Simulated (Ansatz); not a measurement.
# Ta (Im-3m) in Ansatz: a series of runs

Aim: see how the results for Ta move with the level of theory and the settings. Levels: PBE, PBEsol. Tasks: phonons, elastic constants.

Program: Ansatz 0.2.0. These are calculated values, not measurements. Logs are shortened: lines on timing, memory, paths and dates and some standing lists are left out, and cuts for length are marked.

### 1 The structure

Symmetry: Im-3m, No. 229, cubic system. Conventional cell: a = 3.303 Å, b = 3.303 Å, c = 3.303 Å, α = 90.00°, β = 90.00°, γ = 90.00°. Ta (site symmetry m-3m) is surrounded by 8 Ta at 2.86 Å.

### 2 Phonons, PBE

input.yaml

```yaml
crystal:
  lattice:
    - [-1.65128, 1.65128, 1.65128]
    - [1.65128, -1.65128, 1.65128]
    - [1.65128, 1.65128, -1.65128]
  atoms:
    - { symbol: Ta, position: [0.0, 0.0, 0.0] }
hamiltonian:
  xc: pbe
  pseudopotentials: { kind: paw }
kpoints:
  mp_grid: { grid: [8, 8, 8] }
scf:
  occupations: { method: fermi_dirac, width: 0.05 }
phonons:
  method: dfpt
  qmesh: [4, 4, 4]
  temperatures: { t_max: 1000, t_step: 100 }
  qpath:
    path:
      - [[0.0, 0.0, 0.0], [0.5, -0.5, 0.5], [0.0, 0.0, 0.5], [0.0, 0.0, 0.0], [0.25, 0.25, 0.25], [0.5, -0.5, 0.5]]
      - [[0.25, 0.25, 0.25], [0.0, 0.0, 0.5]]
    npoints: 8
```

Potentials or basis: Ansatz PAW.

Launch:

```console
$ ansatz run input.yaml --threads 2 --pin off --max-ram 5632MiB --backend cpu --events-out ev --progress --plain --runs-dir out
```

Standard output:

```text
Warning: RAYON_NUM_THREADS=2 ignored (pool sized by the plan → 2); use --threads N
Engine: ansatz 0.2.0, x86_64-unknown-linux-gnu
Pseudopotentials: kind: paw
Pseudopotential: Ta, paw, valence charge 13, recommended cutoff 420 eV (normal), Ta.paw.azcp
Functional definition: PBE
  parameter kappa = 0.804
  parameter beta = 0.06672455060314922
  exchange = pbe_x(kappa = kappa, mu = beta*pi^2/3)
  correlation = pbe_c(beta = beta)
Crystal: 1 atoms, lattice volume = 18.010 Å³
Basis set: ecut = 420 eV, 369 PW (Γ), exchange–correlation on 40×40×40 points (8 copies of the dense FFT grid, shifted against one another)
Bands: 11, of which v1, the nominal top of the filled ones, is band 7 counted from 1 (6 counted from 0)
Symmetry: 48 space group operations
k-points: 29 of 512
Non-local potential: Ta, projectors of the file, l = 0: 3, l = 1: 2, l = 2: 2, l = 3: 1
PAW form: soft (Blöchl's): semilocal exchange-correlation on the pseudo side does not see the compensation charge
PAW one-centre angular grid: Ta, 590 points (default); XC on 64 Gauss nodes
Initial density: superposition of atomic densities (neutral atoms: chi_scale 0, normalization atom), corrected by the library's trained network
Initial wavefunctions: pseudopotential atomic-orbital guess
Functional: x = pbe(κ = 0.804, μ = 0.2195149727645171), c = pbe(β = 0.06672455060314922)
SCF iter   1: F=—  HF=-9932.276060 eV  |F-HF|=—  |Δ(HF+E_count)|=         —  Δρ=3.12e-3  dr2=8.91e-4  ethr=1.77e-3  ⟨swp⟩=5.9  Hψ=1846  notcnv=0
preconditioner: auto → none  [insulator: Δε(μ)=0.141 eV  Ē_g=8.326 eV  σ=0.050 eV  W_gap=0.58  n_scr=0 (ndim 8)  ℏωp=19.6 eV  f_vac=0.000  D(μ)=0.83/eV (n_scr^D=12)  ε∞_Penn≈6.5]
SCF iter   2: F=—  HF=-9932.275758 eV  |F-HF|=—  |Δ(HF+E_count)|=   3.02e-4  Δρ=1.20e-3  dr2=8.67e-5  ethr=6.86e-6  ⟨swp⟩=2.2  Hψ=652  notcnv=0
SCF iter   3: F=—  HF=-9932.275796 eV  |F-HF|=—  |Δ(HF+E_count)|=   3.71e-5  Δρ=2.76e-4  dr2=3.44e-6  ethr=6.67e-7  ⟨swp⟩=1.9  Hψ=361  notcnv=0
SCF iter   4: F=—  HF=-9932.275798 eV  |F-HF|=—  |Δ(HF+E_count)|=   2.60e-6  Δρ=4.39e-5  dr2=1.24e-7  ethr=2.65e-8  ⟨swp⟩=2.6  Hψ=510  notcnv=0
SCF iter   5: F=—  HF=-9932.275798 eV  |F-HF|=—  |Δ(HF+E_count)|=   2.53e-7  Δρ=1.29e-5  dr2=1.04e-8  ethr=9.50e-10  ⟨swp⟩=2.0  Hψ=499  notcnv=0
SCF iter   6: F=—  HF=-9932.275798 eV  |F-HF|=—  |Δ(HF+E_count)|=   3.49e-9  Δρ=4.39e-7  dr2=1.37e-11  ethr=7.99e-11  ⟨swp⟩=2.0  Hψ=442  notcnv=0
SCF iter   7: F=-9932.275798 eV  HF=-9932.275798 eV  |F-HF|=5.46e-12  |Δ(HF+E_count)|=  1.82e-12  Δρ=1.88e-8  dr2=2.08e-14  ethr=1.00e-12  ⟨swp⟩=6.0  Hψ=1150  notcnv=0
SCF 1 converged in 7 iterations: F = -9932.275798 eV  dr2 = 2.08e-14
NSCF: frozen V_eff on 29 k-points
WARN: eigensolver did not converge in 2 slots of this pass, the one above among them; of largest residual over every band (k=13): 1 band(s) unlocked (lowest unlocked band 10, counted from 0; max residual 4.62e-5 eV among the unlocked bands, 4.62e-5 eV over every band); of lowest unlocked band (k=5): band 10
NSCF: frozen V_eff on 59 k-points
DFPT response loops at q = (0, 0, 0) (fractional): preconditioner auto → Kerker (q_TF=auto, 2.584 Å⁻¹) (partly filled bands, converged f_vac=0.000); β = 1.00, the filter's whole step (`scf.mixing.beta` (0.50) is not read by the response loops under this deck's `scf.mixing.preconditioner`; to damp them name `kerker` or `kerker_dos`, under which they read `scf.mixing.beta`, and type it under 1.00, their step now; both keys bind the ground state too); Broyden in place of MSR1
NSCF: frozen V_eff on 576 k-points
DFPT response loops at q = (0, 0, 0.25) (fractional): mixed as the last ones told, above
NSCF: frozen V_eff on 300 k-points
DFPT response loops at q = (0, 0, -0.5) (fractional): mixed as the last ones told, above
NSCF: frozen V_eff on 1024 k-points
DFPT response loops at q = (0, 0.25, 0.25) (fractional): mixed as the last ones told, above
NSCF: frozen V_eff on 174 k-points
DFPT response loops at q = (0.25, 0.25, 0.25) (fractional): mixed as the last ones told, above
NSCF: frozen V_eff on 328 k-points
DFPT response loops at q = (0.25, 0.25, -0.25) (fractional): mixed as the last ones told, above
NSCF: frozen V_eff on 576 k-points
DFPT response loops at q = (0.25, -0.5, -0.5) (fractional): mixed as the last ones told, above
NSCF: frozen V_eff on 118 k-points
DFPT response loops at q = (-0.5, -0.5, -0.5) (fractional): mixed as the last ones told, above
SCF converged after 7 iterations
Free energy (F): -9932.275798 eV
Harris-Foulkes:  -9932.275798 eV  (|F-HF|=5.46e-12)
Internal energy: -9932.268354 eV  (E = F + TS)
E sigma→0 (E₀):  -9932.272076 eV
Entropy (-TS):   -0.007444 eV (-7.444 meV/atom)
Fermi energy:    18.667033 eV
--- Per-component energies (eV) ---
  E_band       = -103.015332
  E_kinetic    = 366.162028
  E_local      = -547.905923  (includes V_loc(G=0)·N_el)
  E_nonlocal   = 15.092069
  E_hartree    = 190.443103
  E_xc         = -218.517092
  E_vxc        = -204.136920  (∫ρ·V_xc dr)
  E_paw        = -8396.731258  (= ΣΔE_a)
  E_vpaw       = -113.112954  (= ΣTr[D̂ρ^β])
  E_aug_tail   = 0.000163  (compensation charges beyond the density's cutoff)
  E_ewald      = -1340.811443
  E_smearing   = -0.007444  (= −TS)
  E_closure    = 0.000000  (closes the sum)
  Σ components = -9932.275798   (vs F -9932.275798, Δ=0.00e0)
--- Band table (eV; the first three rows and the last of 29) ---
  k-point 0: bands = ["-48.3959", "-14.3479", "-14.3479", "-14.3479", "10.7439", "19.3943", "19.3943", "19.3943", "22.6668", "22.6668", "33.2622"]
  k-point 1: bands = ["-48.3790", "-14.5336", "-14.4055", "-14.3489", "11.4171", "18.9724", "19.2134", "20.0735", "22.1292", "22.6795", "33.7961"]
  k-point 2: bands = ["-48.3380", "-14.9624", "-14.5418", "-14.3515", "13.0292", "18.1054", "18.5667", "21.9965", "22.0816", "22.8529", "33.5331"]
  k-point 28: bands = ["-48.1933", "-15.1697", "-15.1697", "-15.1697", "14.8429", "14.8429", "25.5078", "25.5078", "25.5078", "27.2560", "27.2560"]
--- Phonons (Γ-DFPT): 1 representative perturbation + reference (Σ response iterations 3) ---
  ASR residual: 1.053e-4 → 0.000e0 eV/Å²; symmetrization residual: 2.653e-13 eV/Å²
  ASR residual per site (eV/Å²): 1.05e-4
  Γ frequencies (cm⁻¹): 0.00 0.00 0.00
--- Phonons (arbitrary-q DFPT): 8 irreducible q on the 4×4×4 mesh ---
  q = [0.0000, 0.0000, 0.0000] (star 1, of the zone-centre solve; hermiticity 1.52e-9, symmetrization 2.52e-9): -0.00 -0.00 -0.00
  q = [0.0000, 0.0000, 0.2500] (star 12, 2 solved perturbations in 452 linear systems a pass and spin channel, the states on 288 of 512 k-point pairs; hermiticity 4.67e-14, symmetrization 8.21e-14): 57.06 73.65 106.64
  q = [0.0000, 0.0000, -0.5000] (star 6, 2 solved perturbations in 245 linear systems a pass and spin channel, the states on 150 of 512 k-point pairs; hermiticity 1.98e-8, symmetrization 1.94e-8): 107.23 154.17 174.87
  q = [0.0000, 0.2500, 0.2500] (star 24, 2 solved perturbations in 800 linear systems a pass and spin channel, the states on 512 of 512 k-point pairs; hermiticity 2.83e-8, symmetrization 2.22e-14): 100.53 104.17 158.02
  q = [0.2500, 0.2500, 0.2500] (star 2, 1 solved perturbation on 87 of 512 k-point pairs; hermiticity 2.61e-14, symmetrization 9.14e-14): 156.39 156.39 156.39
  q = [0.2500, 0.2500, -0.2500] (star 6, 2 solved perturbations in 264 linear systems a pass and spin channel, the states on 164 of 512 k-point pairs; hermiticity 1.48e-8, symmetrization 7.16e-9): 113.78 113.78 158.27
  q = [0.2500, -0.5000, -0.5000] (star 12, 2 solved perturbations in 452 linear systems a pass and spin channel, the states on 288 of 512 k-point pairs; hermiticity 2.05e-7, symmetrization 8.96e-8): 130.52 155.50 161.11
  q = [-0.5000, -0.5000, -0.5000] (star 1, 1 solved perturbation on 59 of 512 k-point pairs; hermiticity 6.67e-8, symmetrization 3.33e-8): 175.91 175.91 175.91
  sum rule: each row above includes the acoustic sum rule's correction from the zone centre's row sums; it moved no ω² by more than (0.40 cm⁻¹)²
  mesh force constants: q→R imaginary residual 0.00e0; ASR residual 1.053e-4 → 0.000e0 eV/Å²; symmetrization residual 3.331e-15 eV/Å²
  interpolated dispersion: 50 rows × 3 modes
  density of states and harmonic sums: on the 28×28×28 q-mesh, interpolated from the force constants of a 4×4×4 supercell (no non-analytic term)
  largest difference from the sums on the solved wave vectors: F 1.64e-2 eV, S 2.04e-5 and C_V 4.03e-6 eV/K
  zero-point energy: 0.022601 eV/cell   skipped modes (ω ≤ 0): 3   left out of the sums: 4.56e-5 of the cell's modes: C_V's classical limit lies that fraction below 3 k_B per atom; for a crystal, a wire or a layer, F and S can be off by more, and a phonons.interpolated_qmesh denser along its periods is the remedy for the sampling
```

Wall time 23 s (2 threads of Intel Xeon at 2.70GHz, shared host); peak memory 0.54 GiB.

What came out:

```yaml
Free_energy: -9932.2758 eV
Band_gap_on_the_k_mesh: none (metal or under the smearing width)
Highest_phonon_frequency: 176 cm⁻¹
```

Levels at points of the mesh, in eV from the Fermi level:
```tsv
k point	band 2	band 3	band 4	band 5	band 6	band 7	band 8	band 9	band 10	band 11
(0.00, 0.00, 0.00)	-33.01	-33.01	-33.01	-7.92	0.73	0.73	0.73	4.00	4.00	14.60
(0.00, 0.00, -0.50)	-34.20	-33.40	-33.02	-4.39	-1.55	1.56	3.89	4.92	7.81	11.70
(-0.50, -0.50, -0.50)	-33.84	-33.84	-33.84	-3.82	-3.82	6.84	6.84	6.84	8.59	8.59
```

Phonon frequencies in cm⁻¹ (negative: imaginary):
```csv
q point,frequencies
"(0.000, 0.000, 0.000)",0 0 0
"(0.000, 0.000, 0.250)",57 74 107
"(0.000, 0.000, -0.500)",107 154 175
"(0.000, 0.250, 0.250)",101 104 158
"(0.250, 0.250, 0.250)",156 156 156
"(0.250, 0.250, -0.250)",114 114 158
"(0.250, -0.500, -0.500)",131 156 161
"(-0.500, -0.500, -0.500)",176 176 176
```

Caveat: some levels weren't fully converged. The run has no spin-orbit coupling, so splittings on Ta are missing.

### 3 Elastic constants, PBEsol

input.yaml

```yaml
crystal:
  lattice:
    - [-1.65128, 1.65128, 1.65128]
    - [1.65128, -1.65128, 1.65128]
    - [1.65128, 1.65128, -1.65128]
  atoms:
    - { symbol: Ta, position: [0.0, 0.0, 0.0] }
hamiltonian:
  xc: pbesol
  pseudopotentials: { kind: paw }
kpoints:
  mp_grid: { grid: [8, 8, 8] }
scf:
  occupations: { method: fermi_dirac, width: 0.05 }
output:
  forces: true
  stress: true
elastic:
  mode: relaxed_ion
  stencil: two_point
```

Potentials or basis: Ansatz PAW.

Launch:

```console
$ ansatz run input.yaml --threads 2 --pin off --max-ram 5632MiB --backend cpu --events-out ev --progress --plain --runs-dir out
```

Wall time 2.6 s (2 threads of Intel Xeon at 2.70GHz, shared host); peak memory 0.32 GiB.

The run converged. Its results:

```
Free energy                     : -9806.5239 eV
Pressure                        : -5.8 GPa
Band gap on the k mesh          : none (metal or under the smearing width)
Elastic constants C11, C12, C44 : 266, 159, 108 GPa
Voigt bulk modulus              : 194 GPa
```

Levels at points of the mesh, in eV from the Fermi level:
| k point | band 4 | band 5 | band 6 | band 7 | band 8 | band 9 |
| --- | --- | --- | --- | --- | --- | --- |
| (0.00, 0.00, 0.00) | -32.97 | -7.93 | 0.72 | 0.72 | 0.72 | 3.99 |
| (0.00, 0.00, -0.50) | -32.98 | -4.40 | -1.56 | 1.60 | 3.87 | 4.90 |
| (-0.50, -0.50, -0.50) | -33.80 | -3.82 | -3.82 | 6.85 | 6.85 | 6.85 |

Elastic tensor in Voigt notation (GPa, in the Cartesian axes of the cell as first typed):
```
266 159 159   0   0   0
159 266 159   0   0   0
159 159 266   0   0   0
  0   0   0 108   0   0
  0   0   0   0 108   0
  0   0   0   0   0 108
```

Caveat: the cell is more than 3 GPa from zero pressure, which shifts response properties; elastic constants of metals need much finer meshes, so these are rough; the PAW data sets come from PBE, with cores solved anew for the run's functional, which leaves a small shift of forces and pressure. Spin-orbit coupling is left out, which matters for the levels of Ta.
